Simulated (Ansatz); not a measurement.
The cell is polar orthorhombic HfO2 (relaxed group Pca2_1); cell and atoms were relaxed with r2SCAN. It is orthorhombic, Pca2_1 (No. 29); conventional cell a = 5.247 Å, b = 5.030 Å, c = 5.059 Å, 11.13 Å³ an atom. Hf is surrounded by 7 O at 2.03–2.24 Å; O is surrounded by 3 Hf at 2.03–2.14 Å; O is surrounded by 4 Hf at 2.12–2.24 Å.

3 runs of Ansatz on this cell differ in the functional (and in the settings that go with it). Levels are in eV from each run's valence top; v1 is the last filled band, c1 the first empty one.

Run A, mean stress 0.0 GPa (compression positive):
```tsv
point	v5	v3	v1	c1	c2	c3
Γ	-1.00	-0.17	0.00	7.40	7.73	7.83
X	-0.80	-0.72	-0.39	7.71	7.71	8.15
S	-1.04	-0.66	-0.47	7.13	7.13	7.62
Y	-0.84	-0.42	-0.12	6.99	7.38	7.47
Z	-0.99	-0.34	-0.27	7.10	7.10	7.84
U	-1.48	-0.72	-0.72	7.68	7.68	7.68
```

Run B, mean stress -0.1 GPa (compression positive):
```tsv
point	v5	v3	v1	c1	c2	c3
Γ	-1.00	-0.18	0.00	6.63	6.95	7.06
X	-0.80	-0.72	-0.39	6.94	6.94	7.37
S	-1.04	-0.66	-0.48	6.36	6.36	6.85
Y	-0.84	-0.42	-0.13	6.23	6.61	6.70
Z	-0.99	-0.35	-0.27	6.33	6.33	7.07
U	-1.48	-0.72	-0.72	6.90	6.90	6.90
```

Run C, mean stress 0.0 GPa (compression positive):
```tsv
point	v5	v3	v1	c1	c2	c3
Γ	-0.96	-0.18	0.00	5.46	5.72	5.83
X	-0.77	-0.69	-0.38	5.73	5.73	6.12
S	-1.02	-0.63	-0.47	5.22	5.22	5.65
Y	-0.81	-0.41	-0.12	5.06	5.42	5.50
Z	-0.95	-0.35	-0.25	5.16	5.16	5.83
U	-1.42	-0.69	-0.69	5.70	5.70	5.70
```

Q: Match the runs to r2SCAN, HSE06, PBE0.

A: A is PBE0, B is HSE06, C is r2SCAN. In order of the gap: r2SCAN 4.94, HSE06 6.08, PBE0 6.85 eV.

(Calculated; spin-unpolarised; the phase may be known or hypothetical.)

Spin-orbit coupling is left out, which matters wherever the heavy atoms make up the band edges.

The program warns that its thresholds are loose for a hybrid's stress.

The meshes of the hybrids are coarse, so their gaps aren't converged to the digits shown.
